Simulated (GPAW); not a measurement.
The system is CdS (Hawleyite).

```
CELL_PARAMETERS angstrom
0.00000 2.91650 2.91650
2.91650 0.00000 2.91650
2.91650 2.91650 0.00000
ATOMIC_POSITIONS crystal
Cd 0.00000 0.00000 0.00000
S 0.75000 0.75000 0.75000
```

Base run:

```yaml
Program: GPAW 26.7.0
Functional: PBEsol
Potentials_or_basis: PAW data sets generated in the run's folder for this functional
Cutoff: 600 eV
Basis: pw
k_mesh: 8 × 8 × 8
Occupations: fermi-dirac, width 0.05 eV
Spin: no spin polarisation
```

Its results: band gap on the k mesh 0.98 eV, direct; pressure -0.5 GPa.

Task: After a change of settings the same cell gave: band gap on the k mesh 1.08 eV, direct; pressure 5.9 GPa. Which change was it?
A. functional from PBEsol to revPBE; potentials or basis from PAW data sets generated in the run's folder for this functional to the program's PAW data sets (release 1.2.1) made for this functional
B. k mesh from 8 × 8 × 8 to 6 × 6 × 6; spin from no spin polarisation to spin-orbit coupling, no magnetisation
C. functional from PBEsol to BLYP
D. functional from PBEsol to r2SCAN; potentials or basis from PAW data sets generated in the run's folder for this functional to GPAW PAW data sets (gpaw-data 1.2.1)

Result: C.

BLYP binds less tightly than PBEsol, so the same cell stands under more pressure.

Not every run made on this cell is shown here.
